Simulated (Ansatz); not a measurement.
The system is HgTe.

```
CELL_PARAMETERS angstrom
-3.04560 3.04560 1.55941
3.04560 -3.04560 1.55941
3.04560 3.04560 -1.55941
ATOMIC_POSITIONS crystal
Hg 0.75000 0.25000 0.50000
Te 0.00000 0.00000 0.00000
```

Measurements of this composition are mostly on another form, of space group No. 216.

```yaml
Program: Ansatz 0.2.0
Task: relaxation of cell and atoms
Functional: PBEsol
Potentials_or_basis: Ansatz PAW
Cutoff: "420 eV (not typed: the program's choice for these potentials)"
k_mesh: 10 × 10 × 10
Occupations: fermi-dirac, width 0.05 eV
Spin: no spin polarisation
```

At the start: volume 28.93 Å³/atom.

Problem. Where does the relaxation end?

Solution. It ends after 6 steps and the volume is 26.60 Å³/atom (-8.0 %); space group I-4m2 (No. 119, to 0.05 Å).

The path:
| step | energy change (eV) | largest force (eV/Å) | volume (Å³) |
| --- | --- | --- | --- |
| 1 | 0.0000 | 0.0000 | 57.86 |
| 2 | -0.0995 | 0.0000 | 52.61 |
| 3 | -0.1074 | 0.0000 | 52.60 |
| 4 | -0.1095 | 0.0000 | 53.41 |
| 5 | -0.1097 | 0.0000 | 53.21 |
| 6 | -0.1087 | 0.0000 | 53.21 |

Final structure:
```
Hg Te
1.0
    -2.88521    2.88521    1.59794
     2.88521   -2.88521    1.59794
     2.88521    2.88521   -1.59794
Hg Te
1 1
Direct
  0.75000 0.25000 0.50000
  0.00000 0.00000 0.00000
```

Caveat: the plane-wave basis is chosen anew once the cell has moved, so the energies of steps on either side of that aren't comparable; the PAW data sets come from PBE, with cores solved anew for the run's functional, which leaves a small shift of forces and pressure.
